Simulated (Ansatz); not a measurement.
What a trial cell of Sb relaxes into

Method: DFT PBE, scalar-relativistic, plane waves, PAW in Ansatz 0.2.0. Cutoff 420 eV, Γ-centred k mesh, Gaussian smearing, no spin polarisation in the final step.

Sb was placed on the sites of a reported O cell (R-3m, No. 166), at a guessed volume.

```
Sb
1.0
     2.03097    1.17258    4.86329
    -2.03097    1.17258    4.86329
     0.00000   -2.34516    4.86329
Sb
2
Direct
  0.05770 0.05770 0.05770
  0.94230 0.94230 0.94230
```

Cell and atoms relax at zero pressure; the relaxation can't lower the symmetry of the start. After a coarse first stage the cell is made exact in the group found at 0.06 Å.

Energies count from the standard state of Sb at the same level.

Q: Which crystal results?

A: It keeps R-3m (No. 166), but not the shape of the type it started on. Conventional cell: a = 3.294 Å, c = 18.844 Å. Sb has 1 Sb at 2.92 Å and 6 Sb at 3.29 Å.

```cif
data_structure
_symmetry_space_group_name_H-M 'R-3m:H'
_symmetry_Int_Tables_number 166
_cell_length_a 3.2943
_cell_length_b 3.2943
_cell_length_c 18.8440
_cell_angle_alpha 90.000
_cell_angle_beta 90.000
_cell_angle_gamma 120.000
_cell_volume 177.10
loop_
_atom_site_label
_atom_site_type_symbol
_atom_site_symmetry_multiplicity
_atom_site_Wyckoff_symbol
_atom_site_fract_x
_atom_site_fract_y
_atom_site_fract_z
_atom_site_occupancy
Sb1 Sb 6 c 0.33333 0.66667 0.74409 1
```

Q: What are its volume, energy, density and gap?

A: The volume per atom is 29.52 Å³, the density is 6.85 g/cm³ and the energy over the standard structure is 0.16 eV/atom. The gap on the 21×21×21 mesh is 0 eV (a metal).

The final run used a 21×21×21 mesh on its 2-atom cell and 0.10 eV smearing. The k mesh leaves about 4 meV/atom of noise in metals. Spin–orbit coupling is left out. Symmetry constrained the relaxation, so the result can be a saddle point. The steps took of the order of 4 core-minutes in all.